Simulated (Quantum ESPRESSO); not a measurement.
# Zr in Quantum ESPRESSO: the effect of functional

Crystal: Zr.

```xyz
2
Lattice="3.2320 0.0000 0.0000 -1.6160 2.7990 0.0000 0.0000 0.0000 5.1470" Properties=species:S:1:pos:R:3 pbc="T T T"
Zr    1.6160    0.9330    3.8603
Zr    0.0000    1.8660    1.2868
```

Alike in all runs:

```yaml
Program: Quantum ESPRESSO 7.5
Task: phonon dispersion
Cutoff: 612 eV
Density_cutoff: 4898 eV
k_mesh: 6 × 6 × 4
Occupations: cold, width 0.2 eV
Spin: no spin polarisation
```

Each run relaxes the cell or the atoms first.

| functional | potentials or basis | relaxed volume (Å³/atom) | highest phonon frequency (cm⁻¹) |
| --- | --- | --- | --- |
| LDA | GBRV 1.5 LDA | 21.69 | 186 |
| PBE | GBRV 1.5 PBE | ? | ? |
| PBEsol | GBRV 1.5 PBEsol | 22.39 | 186 |

Q: What does the run with functional PBE give?

A: Relaxed volume 23.35 Å³/atom; highest phonon frequency 180 cm⁻¹.

Caveats: all runs use coarse meshes; the mesh is thin for the phonons of a metal.
